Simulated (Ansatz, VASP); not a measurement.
## BAs in two plane-wave programs

Wanted: the spread between two codes on one cell, functional and k mesh. The cell is taken from a series of VASP runs on this material, whose earlier steps may have relaxed, scaled or displaced it; both programs get it as it stands.

Calculated with Ansatz 0.2.0; plane waves, with VASP 6.6.1 beside it; band structure at HSE06.

### 1. The structure

The structure is cubic, space group F-43m (No. 216). Conventional cell: a = 4.817 Å, b = 4.817 Å, c = 4.817 Å, α = 90.00°, β = 90.00°, γ = 90.00°. Nearest to B lie 4 As at 2.09 Å. As has 4 B at 2.09 Å nearest. Farther neighbours are not listed.

### 2. VASP: band structure, HSE06

Levels along a path test the potential and the projectors away from the mesh points.

Lines of VASP's logs that name or quote its potential files are left out, and so is its time.

The run reads the wave functions of an earlier VASP run, which isn't shown here.

INCAR reads:

```
SYSTEM = BAs
PREC = Accurate
ENCUT = 420
EDIFF = 1E-06
NELM = 100
ISMEAR = 0
SIGMA = 0.05
LREAL = .FALSE.
ALGO = Normal
LHFCALC = .TRUE.
AEXX = 0.25
GGA = PE
HFSCREEN = 0.2
LASPH = .TRUE.
NBANDS = 10
PRECFOCK = Fast
LORBIT = 11
LWAVE = .FALSE.
LCHARG = .FALSE.
KPAR = 2
```

POSCAR reads:

```
BAs
1.0
    0.0000000000      2.4084771865      2.4084771865
    2.4084771865      0.0000000000      2.4084771865
    2.4084771865      2.4084771865      0.0000000000
B As
1 1
Direct
    0.0000000000      0.0000000000      0.0000000000
    0.2500000000      0.2500000000      0.2500000000
```

KPOINTS reads:

```
Automatic mesh
0
Gamma
5 5 5
0 0 0
```

KPOINTS_OPT reads:

```
Line mode
6
Line-mode
Reciprocal
  0.00000000   0.00000000   0.00000000 GAMMA
  0.50000000   0.00000000   0.50000000 X

  0.50000000   0.00000000   0.50000000 X
  0.50000000   0.25000000   0.75000000 W

  0.50000000   0.25000000   0.75000000 W
  0.37500000   0.37500000   0.75000000 K

  0.37500000   0.37500000   0.75000000 K
  0.00000000   0.00000000   0.00000000 GAMMA

  0.00000000   0.00000000   0.00000000 GAMMA
  0.50000000   0.50000000   0.50000000 L

  0.50000000   0.50000000   0.50000000 L
  0.62500000   0.25000000   0.62500000 U

  0.62500000   0.25000000   0.62500000 U
  0.50000000   0.25000000   0.75000000 W

  0.50000000   0.25000000   0.75000000 W
  0.50000000   0.50000000   0.50000000 L

  0.50000000   0.50000000   0.50000000 L
  0.37500000   0.37500000   0.75000000 K

  0.62500000   0.25000000   0.62500000 U
  0.50000000   0.00000000   0.50000000 X
```

The projector-augmented-wave data sets are B and As (PBE family, release 64).

Launch:

```sh
$ mpirun -np 2 vasp_std
```

Numbers of over 12 decimals in the logs are rounded to 6 here.

What it wrote:

```text
[banner, memory and clock lines left out]
running    2 mpi-ranks, on    1 nodes
 distrk:  each k-point on    1 cores,    2 groups
 distr:  one band on    1 cores,    1 groups

 POSCAR found type information on POSCAR B As
 POSCAR found :  2 types and       2 ions
 LDA part: xc-table for (Slater+PW92), standard interpolation
 found WAVECAR, reading the header
 POSCAR, INCAR and KPOINTS ok, starting setup
 FFT: planning ... GRIDC
 FFT: planning ... GRID_SOFT
 FFT: planning ... GRID
 reading WAVECAR
 the WAVECAR file was read successfully
 initial charge from wavefunction
 entering main loop
       N       E                     dE             d eps       ncg     rms          rms(c)
DAV:   1    -0.132300922623E+02   -0.13230E+02   -0.48669E-01   204   0.498E+00    0.245E+00
DAV:   2    -0.132317997101E+02   -0.17074E-02   -0.47649E-03   218   0.516E-01    0.160E+00
DAV:   3    -0.132309908478E+02    0.80886E-03   -0.81507E-04   220   0.179E-01    0.936E-01
DAV:   4    -0.132307501641E+02    0.24068E-03   -0.16097E-04   214   0.840E-02    0.537E-01
DAV:   5    -0.132306649743E+02    0.85190E-04   -0.33704E-05   212   0.389E-02    0.305E-01
DAV:   6    -0.132306364883E+02    0.28486E-04   -0.13087E-05   216   0.222E-02    0.172E-01
DAV:   7    -0.132306279109E+02    0.85774E-05   -0.40052E-06   208   0.130E-02    0.968E-02
DAV:   8    -0.132306256142E+02    0.22967E-05   -0.10448E-06   110   0.751E-03    0.549E-02
DAV:   9    -0.132306251158E+02    0.49844E-06   -0.39773E-07   114   0.472E-03
   1 F= -.13230625E+02 E0= -.13230625E+02  d E =-.103385E-14
 Start KPOINTS_OPT (optional k-point list driver)
k-point batch [1-10\60]
       N       E                     dE             ncg
DAV:   1     0.146212679278E+03   -0.22361E+04      200
DAV:   2    -0.907488944701E+02   -0.23696E+03      298
DAV:   3    -0.103703532630E+03   -0.12955E+02      246
DAV:   4    -0.103793648609E+03   -0.90116E-01      270
DAV:   5    -0.103794701238E+03   -0.10526E-02      262
DAV:   6    -0.103794704087E+03   -0.28486E-05      254
DAV:   7    -0.103794704096E+03   -0.93565E-08      232
[...]
k-point batch [51-60\60]
       N       E                     dE             ncg
DAV:   1     0.392761867596E+02   -0.30347E+04      200
DAV:   2    -0.166174698287E+03   -0.20545E+03      260
DAV:   3    -0.175353735650E+03   -0.91790E+01      260
DAV:   4    -0.175433741891E+03   -0.80006E-01      262
DAV:   5    -0.175434072126E+03   -0.33023E-03      280
DAV:   6    -0.175434072838E+03   -0.71245E-06      228
```

Parts of OUTCAR (step 2):

```text
ion  position               nearest neighbor table
   1  0.000  0.000  0.000-   2 2.09   2 2.09   2 2.09   2 2.09
   2  0.250  0.250  0.250-   1 2.09   1 2.09   1 2.09   1 2.09

  LATTYP: Found a face centered cubic cell.
 ALAT       =     4.8169543730

 Subroutine GETGRP returns: Found 24 space group operations
 (whereof 24 operations were pure point group operations)

The static configuration has the point symmetry T_d .

 Found     10 irreducible k-points:

   k-points           NKPTS =     10   k-points in BZ     NKDIM =    125   number of bands    NBANDS=     10

   dimension x,y,z NGX =    24 NGY =   24 NGZ =   24
   dimension x,y,z NGXF=    48 NGYF=   48 NGZF=   48

   ENCUT  =  420.0 eV  30.87 Ry    5.56 a.u.   5.69  5.69  5.69*2*pi/ulx,y,z

   NELECT =       8.0000    total number of electrons

 k-points in reciprocal lattice and weights: Automatic mesh
   0.00000000  0.00000000  0.00000000       0.008
   0.20000000  0.00000000  0.00000000       0.064
   0.40000000  0.00000000  0.00000000       0.064
   0.20000000  0.20000000  0.00000000       0.048
   0.40000000  0.20000000  0.00000000       0.192
  -0.40000000  0.20000000  0.00000000       0.192
  -0.20000000  0.20000000  0.00000000       0.096
   0.40000000  0.40000000  0.00000000       0.048
  -0.40000000  0.40000000  0.00000000       0.096
  -0.40000000  0.40000000  0.20000000       0.192

  exchange ACFDT corr.  =         0.00000000  see jH, gK, PRB 81, 115126

 average (electrostatic) potential at core
       1 -24.1612       2 -45.3247

 E-fermi :   5.6949

 k-point     1 :       0.0000    0.0000    0.0000
  band No.  band energies     occupation
      1     -11.2784      2.00000
      2       5.4341      2.00000
      3       5.4341      2.00000
      4       5.4341      2.00000
      5       9.5411      0.00000
      6       9.5411      0.00000
      7       9.5411      0.00000
      8      11.0063      0.00000
      9      15.9566      0.00000
    ...

 k-point     2 :       0.2000    0.0000    0.0000
  band No.  band energies     occupation
      1     -10.5789      2.00000
      2       1.4180      2.00000
      3       4.5236      2.00000
      4       4.5236      2.00000
      5       9.4406      0.00000
      6      10.7106      0.00000
      7      10.7106      0.00000
      8      13.6649      0.00000
      9      17.5896      0.00000
    ...

 k-point     3 :       0.4000    0.0000    0.0000
  band No.  band energies     occupation
      1      -8.7597      2.00000
      2      -3.1320      2.00000
      3       3.6146      2.00000
      4       3.6146      2.00000
      5       8.9410      0.00000
      6      11.1669      0.00000
      7      11.1669      0.00000
      8      15.4474      0.00000
      9      18.5990      0.00000
    ...

  energy-cutoff  :      420.00
  volume of cell :       27.94
      direct lattice vectors                 reciprocal lattice vectors
     0.000000000  2.408477186  2.408477186    -0.207600057  0.207600057  0.207600057
     2.408477186  0.000000000  2.408477186     0.207600057 -0.207600057  0.207600057
     2.408477186  2.408477186  0.000000000     0.207600057  0.207600057 -0.207600057

 POSITION                                       TOTAL-FORCE (eV/Angst)
 -----------------------------------------------------------------------------------
      0.00000      0.00000      0.00000         0.000000      0.000000      0.000000
      1.20424      1.20424      1.20424        -0.000000     -0.000000     -0.000000
 -----------------------------------------------------------------------------------
    total drift:                               -0.000001      0.000000      0.000000

  FREE ENERGIE OF THE ION-ELECTRON SYSTEM (eV)
  ---------------------------------------------------
  free  energy   TOTEN  =       -13.2306251158 eV

  energy  without entropy=      -13.2306251158  energy(sigma->0) =      -13.23062512

 total charge
# of ion       s       p       d       tot
------------------------------------------
    1        0.649   1.151   0.000   1.800
    2        1.184   1.684   0.088   2.956
--------------------------------------------------
tot          1.833   2.835   0.088   4.755

[... 3 further parts left out ...]
```

Spin-orbit coupling is off here; it would split degenerate levels, and it lifts a valence top of As p states by about 0.1 eV.

[end of part 1 of 2]

[Lines on the potential files, build, host, timing and source positions are cut from VASP's logs without a mark.]

[Logs are printed without paths, hosts, clocks, repeated set-up lines and the standing remarks that a program may print on its own settings, such as how far it seeks lower states.]

[Hosts, paths, dates, database ids (printed as entryN), source tags and the programs' standing remarks are cut or masked in the printed files.]
